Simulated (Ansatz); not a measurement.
# What DFT gives for V

```
V
1.0
     0.00000    1.93158    1.93158
     1.93158    0.00000    1.93158
     1.93158    1.93158    0.00000
V
1
Direct
  0.00000 0.00000 0.00000
```

Single point in Ansatz 0.2.0 with PBE, no spin polarisation. Cutoff 420 eV, PAW datasets, 15×15×15 Γ-centred k mesh, fermi-dirac filling (width 0.1 eV).

(1) Is there a gap?

(2) What does the stress say?

(3) What do density and ELF say about some of the short contacts?

Origin: a known structure type with other elements, at an estimated volume, so it need not be a known compound. Caveats: no spin polarisation, so a magnetic state may lie lower.

Results:

(1) It is a metal, with about 1.9 states/eV a cell as the mean within 0.25 eV of the Fermi level, mostly V d (89 %).

(2) The pressure is -5.7 GPa (compression positive), so with the atoms held at these fractions the cell would first shrink.

(3) V–V at 2.73 Å: least valence density 0.25 e/Å³ and ELF 0.27 there. Both are smooth PAW fields, read partly inside the augmentation spheres.
